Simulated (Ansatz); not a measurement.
# InSe (R3m) in Ansatz: notebook, part 2 of 2

Ansatz 0.2.0.

**3. Single point, r2SCAN, 27.48 Å³/atom (volume scaled by 0.94)**

input.yaml

```yaml
crystal:
  lattice:
    - [1.9591722174, 1.1311286071, 8.2677067576]
    - [-1.9591722174, 1.1311286071, 8.2677067576]
    - [0.0, -2.2622572143, 8.2677067576]
  atoms:
    - { symbol: In, position: [0.8886, 0.8886, 0.8886] }
    - { symbol: In, position: [0.0, 0.0, 0.0] }
    - { symbol: Se, position: [0.1719, 0.1719, 0.1719] }
    - { symbol: Se, position: [0.3835, 0.3835, 0.3835] }
hamiltonian:
  xc: r2scan
  pseudopotentials: { kind: paw }
kpoints:
  mp_grid: { grid: [8, 8, 8] }
scf:
  occupations: { method: fermi_dirac, width: 0.05 }
output:
  forces: true
  stress: true
  eigenvalues: true
  write_density: true
  write_potential: true
  elf: true
  volumetric_format: npy
```

Potentials or basis: Ansatz PAW.

On the command line:

```
$ ansatz run input.yaml --threads 2 --pin off --max-ram 5120MiB --backend cpu --events-out ev --progress --plain --runs-dir out
```

The program printed:

```text
Warning: RAYON_NUM_THREADS=2 ignored (pool sized by the plan → 2); use --threads N
basis.fft_grid_basis auto: the FFT boxes are laid along the combinations [[1, -1, 0], [0, 1, 0], [0, -1, 1]] of the cell's own vectors, 3.918, 8.572 and 3.918 Å long. The dense box has 30×64×30 points. Along the cell's own vectors, as sized, it would have 64×64×64, 4.55 times as many. Of the 6 symmetry operations that the crystal satisfies within crystal.symmetry.tolerance (time reversal apart; of a slab, those that keep its plane) the dense box along the cell's own vectors carries 6, and the one as laid loses 4 of those. basis.fft_grid_basis: typed keeps the cell's own vectors: state it where this run's energies or levels are differenced outside the engine with another run's, or held beside a run that keeps those vectors. Those combinations have planes normal to reciprocal vector 3, as the cell's own vectors have. Each planar average written beside output.write_density, output.write_potential has a row for each plane of the box: 30. The volumetric files lie along those combinations, not along the cell's own vectors: a cube or XSF file states them, and fields.json those of NumPy files.
Engine: ansatz 0.2.0, x86_64-unknown-linux-gnu
Pseudopotentials: kind: paw
Pseudopotential: In, paw, valence charge 13, recommended cutoff 500 eV (meta_gga), In.paw.azcp
Pseudopotential: Se, paw, valence charge 16, recommended cutoff 500 eV (meta_gga), Se.paw.azcp
Functional definition: r2SCAN
  parameter k0 = 0.174
  parameter k1 = 0.065
  parameter a1 = 4.9479
  exchange = r2scan_x(k0 = k0, k1 = k1, a1 = a1)
  correlation = r2scan_c
Crystal: 4 atoms, lattice volume = 109.931 Å³
Basis set: ecut = 500 eV, 2803 PW (Γ), FFT grids on a1−a2, a2, −a2+a3, exchange–correlation on 120×256×120 points (64 copies of the dense FFT grid, shifted against one another)
Bands: 35, of which v1, the nominal top of the filled ones, is band 29 counted from 1 (28 counted from 0)
Symmetry: 6 space group operations
Space group: R3m (ITA 160), of the structure as read, at distance tolerance 4.8e-5 Å
k-points: 65 of 512 (time reversal used)
Non-local potential: In, projectors of the file, l = 0: 2, l = 1: 2, l = 2: 2, l = 3: 2
Non-local potential: Se, projectors of the file, l = 0: 2, l = 1: 2, l = 2: 3, l = 3: 1
PAW form: soft (Blöchl's): semilocal exchange-correlation on the pseudo side does not see the compensation charge
PAW frozen core: In, regenerated for the run's functional (the file was generated under x = pbe(κ = 0.804, μ = 0.2195149727645171), c = pbe(β = 0.06672455060314922))
PAW frozen core: Se, regenerated for the run's functional (the file was generated under x = pbe(κ = 0.804, μ = 0.2195149727645171), c = pbe(β = 0.06672455060314922))
PAW one-centre angular grid: In, 590 points (default); XC on 289 of its mesh's 2783 points in the sphere
PAW one-centre angular grid: Se, 590 points (default); XC on 160 Gauss nodes
[... 18 lines left out ...]
Entropy (-TS):   -0.000000 eV (-0.000 meV/atom)
Fermi energy:    8.451735 eV
--- Per-component energies (eV) ---
  E_band       = -914.413075
  E_kinetic    = 727.138569
  E_local      = -7742.730257  (includes V_loc(G=0)·N_el)
  E_nonlocal   = -455.106946
  E_hartree    = 3585.102408
  E_xc         = -599.885902
  E_vxc        = -426.704593  (∫ρ·V_xc dr)
  E_paw        = -12219.389815  (= ΣΔE_a)
  E_vpaw       = -212.376969  (= ΣTr[D̂ρ^β])
  E_aug_tail   = -0.000410  (compensation charges beyond the density's cutoff)
  E_vtau       = 25.166564  (kinetic-family band-sum trace: ∫τ·v_τ [+ j·A + Jᵃ·Aᵃ] dr)
  E_ewald      = -5475.990082
  E_core_change = -1.598449  (= ΣΔE_core)
  E_smearing   = -0.000000  (= −TS)
  E_closure    = 0.000000  (closes the sum)
  Σ components = -22182.460883   (vs F -22182.460883, Δ=0.00e0)
--- Forces (eV/Å), atoms counted from 1 ---
  atom   1  In     0.00000000    -0.00000000     0.50978504
  atom   2  In     0.00000000     0.00000000    -0.49526451
  atom   3  Se     0.00000000     0.00000000    -0.55046883
  atom   4  Se     0.00000000    -0.00000000     0.53595895
  max |Σ_I F_I| component: 1.06e-5 eV/Å
--- Stress (GPa, compression-positive) ---
        5.662666       0.000000       0.000000
        0.000000       5.662666       0.000000
        0.000000       0.000000       4.051031
  P = ⅓ Tr σ = 5.1255 GPa (51.255 kbar)
--- Band table (eV; the first three rows and the last of 65) ---
  k-point 0: bands = ["-40.4632", "-40.4632", "-40.4550", "-40.4550", "-40.4329", "-40.4329", "-40.4265", "-40.4265", "-40.4203", "-40.4144", "-7.5930", "-7.3834", "-7.3834", "-7.2927", "-7.2927", "-7.2562", "-7.2562", "-7.1113", "-7.0497", "-7.0497", "-6.5340", "-6.0103", "1.1334", "4.4500", "6.2514", "6.4548", "6.4548", "6.5560", "6.5560", "10.1494", "10.6466", "12.7281", "12.7281", "13.6641", "13.9496"]
  k-point 1: bands = ["-40.4632", "-40.4631", "-40.4550", "-40.4549", "-40.4329", "-40.4329", "-40.4265", "-40.4265", "-40.4202", "-40.4144", "-7.6104", "-7.4578", "-7.4026", "-7.3783", "-7.2783", "-7.2618", "-7.2478", "-7.1067", "-7.0514", "-6.9974", "-6.3066", "-5.8353", "1.2728", "4.1399", "5.4230", "6.0153", "6.2324", "6.3699", "6.6505", "10.5418", "11.2973", "12.0588", "12.9010", "13.2257", "14.0203"]
  k-point 2: bands = ["-40.4632", "-40.4629", "-40.4549", "-40.4547", "-40.4330", "-40.4329", "-40.4265", "-40.4265", "-40.4201", "-40.4143", "-7.7035", "-7.5639", "-7.5036", "-7.3715", "-7.2754", "-7.2437", "-7.2216", "-7.1177", "-7.0550", "-6.9270", "-5.7960", "-5.4083", "1.5418", "3.2128", "4.0554", "5.6474", "5.7912", "5.9407", "6.7722", "10.2695", "10.6573", "12.3639", "12.7504", "13.1392", "14.9549"]
  k-point 64: bands = ["-40.4632", "-40.4632", "-40.4550", "-40.4550", "-40.4329", "-40.4329", "-40.4265", "-40.4265", "-40.4203", "-40.4144", "-7.5909", "-7.3837", "-7.3837", "-7.2925", "-7.2925", "-7.2563", "-7.2563", "-7.1404", "-7.0495", "-7.0495", "-6.2978", "-6.2426", "1.5922", "3.2574", "6.3754", "6.3754", "6.6428", "6.6428", "7.9055", "8.9794", "10.6319", "12.6341", "12.6341", "14.0971", "14.0971"]
```

It took 16 s on 2 threads of INTEL XEON PLATINUM 8581C at 2.30GHz (Emerald Rapids), shared host; peak memory 0.74 GiB.

Results:

| Quantity | Value |
| --- | --- |
| Free energy | -22182.4609 eV |
| Pressure | 5.1 GPa |
| Largest force | 0.550 eV/Å |
| Band gap on the k mesh | 1.07 eV, direct |

Caveat: spin-orbit coupling is left out, which moves the levels of the heavy elements; the PAW data sets come from PBE, with cores solved anew for the run's functional, which leaves a small shift of forces and pressure.

**4. Single point, r2SCAN, 28.07 Å³/atom (volume scaled by 0.96)**

input.yaml: that of step 3 with these lines changed.

```diff
@@ -2,5 +2,5 @@
   lattice:
-    - [1.9591722174, 1.1311286071, 8.2677067576]
-    - [-1.9591722174, 1.1311286071, 8.2677067576]
-    - [0.0, -2.2622572143, 8.2677067576]
+    - [1.9729696595, 1.139094564, 8.3259319629]
+    - [-1.9729696595, 1.139094564, 8.3259319629]
+    - [0.0, -2.278189128, 8.3259319629]
   atoms:
```

On the command line:

```
$ ansatz run input.yaml --threads 2 --pin off --max-ram 5120MiB --backend cpu --events-out ev --progress --plain --runs-dir out
```

Wall time 15 s (2 threads of INTEL XEON PLATINUM 8581C at 2.30GHz (Emerald Rapids), shared host); peak memory 0.74 GiB.

It converged, with:

```yaml
Free_energy: -22182.5246 eV
Pressure: 3.6 GPa
Largest_force: 0.413 eV/Å
Band_gap_on_the_k_mesh: 1.00 eV, direct
```

Caveat: spin-orbit coupling is left out, which moves the levels of the heavy elements; the PAW data sets come from PBE, with cores solved anew for the run's functional, which leaves a small shift of forces and pressure.

**5. Single point, r2SCAN, 28.65 Å³/atom (volume scaled by 0.98)**

input.yaml: that of step 4 with these lines changed.

```diff
@@ -2,5 +2,5 @@
   lattice:
-    - [1.9729696595, 1.139094564, 8.3259319629]
-    - [-1.9729696595, 1.139094564, 8.3259319629]
-    - [0.0, -2.278189128, 8.3259319629]
+    - [1.9865767768, 1.1469506368, 8.3833539979]
+    - [-1.9865767768, 1.1469506368, 8.3833539979]
+    - [0.0, -2.2939012737, 8.3833539979]
   atoms:
@@ -21,5 +21 @@
   eigenvalues: true
-  write_density: true
-  write_potential: true
-  elf: true
-  volumetric_format: npy
```

On the command line:

```
$ ansatz run input.yaml --threads 2 --pin off --max-ram 5120MiB --backend cpu --events-out ev --progress --plain --runs-dir out
```

Wall time 11 s (2 threads of INTEL XEON PLATINUM 8581C at 2.30GHz (Emerald Rapids), shared host); peak memory 0.75 GiB.

The run converged. Its results:

- Free energy: -22182.5678 eV
- Pressure: 2.3 GPa
- Largest force: 0.323 eV/Å
- Band gap on the k mesh: 0.93 eV, direct

Caveat: spin-orbit coupling is left out, which moves the levels of the heavy elements; the PAW data sets come from PBE, with cores solved anew for the run's functional, which leaves a small shift of forces and pressure.

**6. Single point, r2SCAN, 29.24 Å³/atom**

input.yaml: that of step 5 with these lines changed.

```diff
@@ -2,5 +2,5 @@
   lattice:
-    - [1.9865767768, 1.1469506368, 8.3833539979]
-    - [-1.9865767768, 1.1469506368, 8.3833539979]
-    - [0.0, -2.2939012737, 8.3833539979]
+    - [2.0, 1.1547005384, 8.44]
+    - [-2.0, 1.1547005384, 8.44]
+    - [0.0, -2.3094010768, 8.44]
   atoms:
```

Potentials or basis: Ansatz PAW.

On the command line:

```
$ ansatz run input.yaml --threads 2 --pin off --max-ram 5120MiB --backend cpu --events-out ev --progress --plain --runs-dir out
```

Wall time 12 s (2 threads of INTEL XEON PLATINUM 8581C at 2.30GHz (Emerald Rapids), shared host); peak memory 0.72 GiB.

It converged, with:

* Free energy: -22182.5924 eV
* Pressure: 1.1 GPa
* Largest force: 0.239 eV/Å
* Band gap on the k mesh: 0.87 eV, direct

Caveat: spin-orbit coupling is left out, which moves the levels of the heavy elements; the PAW data sets come from PBE, with cores solved anew for the run's functional, which leaves a small shift of forces and pressure.

**7. Single point, r2SCAN, 29.82 Å³/atom (volume scaled by 1.02)**

input.yaml: that of step 6 with these lines changed.

```diff
@@ -2,5 +2,5 @@
   lattice:
-    - [2.0, 1.1547005384, 8.44]
-    - [-2.0, 1.1547005384, 8.44]
-    - [0.0, -2.3094010768, 8.44]
+    - [2.0132454191, 1.1623477847, 8.4958956687]
+    - [-2.0132454191, 1.1623477847, 8.4958956687]
+    - [0.0, -2.3246955694, 8.4958956687]
   atoms:
```

On the command line:

```
$ ansatz run input.yaml --threads 2 --pin off --max-ram 5120MiB --backend cpu --events-out ev --progress --plain --runs-dir out
```

It took 12 s on 2 threads of INTEL XEON PLATINUM 8581C at 2.30GHz (Emerald Rapids), shared host; peak memory 0.78 GiB.

Results (log left out):

| Quantity | Value |
| --- | --- |
| Free energy | -22182.6006 eV |
| Pressure | 0.0 GPa |
| Largest force | 0.160 eV/Å |
| Band gap on the k mesh | 0.81 eV, direct |

Caveat: spin-orbit coupling is left out, which moves the levels of the heavy elements; the PAW data sets come from PBE, with cores solved anew for the run's functional, which leaves a small shift of forces and pressure.

**8. Single point, r2SCAN, 30.41 Å³/atom (volume scaled by 1.04)**

input.yaml: that of step 7 with these lines changed.

```diff
@@ -2,5 +2,5 @@
   lattice:
-    - [2.0132454191, 1.1623477847, 8.4958956687]
-    - [-2.0132454191, 1.1623477847, 8.4958956687]
-    - [0.0, -2.3246955694, 8.4958956687]
+    - [2.0263188076, 1.1698957091, 8.5510653682]
+    - [-2.0263188076, 1.1698957091, 8.5510653682]
+    - [0.0, -2.3397914182, 8.5510653682]
   atoms:
```

On the command line:

```
$ ansatz run input.yaml --threads 2 --pin off --max-ram 5120MiB --backend cpu --events-out ev --progress --plain --runs-dir out
```

Run time: 13 s. Hardware: 2 threads of INTEL XEON PLATINUM 8581C at 2.30GHz (Emerald Rapids), shared host; peak memory 0.78 GiB.

Results (log left out):

* Free energy: -22182.5940 eV
* Pressure: -0.9 GPa
* Largest force: 0.274 eV/Å
* Band gap on the k mesh: 0.75 eV, direct

Caveat: spin-orbit coupling is left out, which moves the levels of the heavy elements; the PAW data sets come from PBE, with cores solved anew for the run's functional, which leaves a small shift of forces and pressure.

**9. Single point, r2SCAN, 30.99 Å³/atom (volume scaled by 1.06)**

input.yaml: that of step 8 with these lines changed.

```diff
@@ -2,5 +2,5 @@
   lattice:
-    - [2.0263188076, 1.1698957091, 8.5510653682]
-    - [-2.0263188076, 1.1698957091, 8.5510653682]
-    - [0.0, -2.3397914182, 8.5510653682]
+    - [2.0392256448, 1.177347475, 8.6055322212]
+    - [-2.0392256448, 1.177347475, 8.6055322212]
+    - [0.0, -2.35469495, 8.6055322212]
   atoms:
```

Potentials or basis: Ansatz PAW.

On the command line:

```
$ ansatz run input.yaml --threads 2 --pin off --max-ram 5120MiB --backend cpu --events-out ev --progress --plain --runs-dir out
```

It took 12 s on 2 threads of INTEL XEON PLATINUM 8581C at 2.30GHz (Emerald Rapids), shared host; peak memory 0.78 GiB.

Results (log left out):

```
Free energy            : -22182.5741 eV
Pressure               : -1.8 GPa
Largest force          : 0.402 eV/Å
Band gap on the k mesh : 0.69 eV, direct
```

Caveat: spin-orbit coupling is left out, which moves the levels of the heavy elements; the PAW data sets come from PBE, with cores solved anew for the run's functional, which leaves a small shift of forces and pressure.

**10. Equation of state, r2SCAN**

This step only gathers the single runs of the series.

Results:

| Quantity | Value |
| --- | --- |
| Equilibrium volume | 29.84 Å³/atom |
| Bulk modulus at fixed shape and positions | 51 GPa |
| Pressure derivative of the bulk modulus | 4.6 |

Energy against volume, from the lowest point:
```tsv
volume (Å³/atom)	energy (meV/atom)
27.483	34.93
28.068	19.00
28.652	8.21
29.237	2.04
29.822	0.00
30.406	1.65
30.991	6.62
```

Caveat: the cell was scaled at fixed shape and fractional positions, which overstates the stiffness of a crystal with free parameters, most of all of layers and chains; the PAW data sets were made with another functional, which shifts forces and pressure a little.

**11. How close it comes**

Step 2. Against the measured gap of InSe, 1.25 eV (300 K; “The Interaction of Hydrogen with the van der Waals Crystal γ-InSe”, 2020, pmc:7321205), the calculated 0.54 eV is off by -0.71 eV. Spin-orbit coupling on In, Se is left out. The value is that of revPBE, without temperature or zero-point motion. Semilocal functionals fall short of measured gaps as a rule.
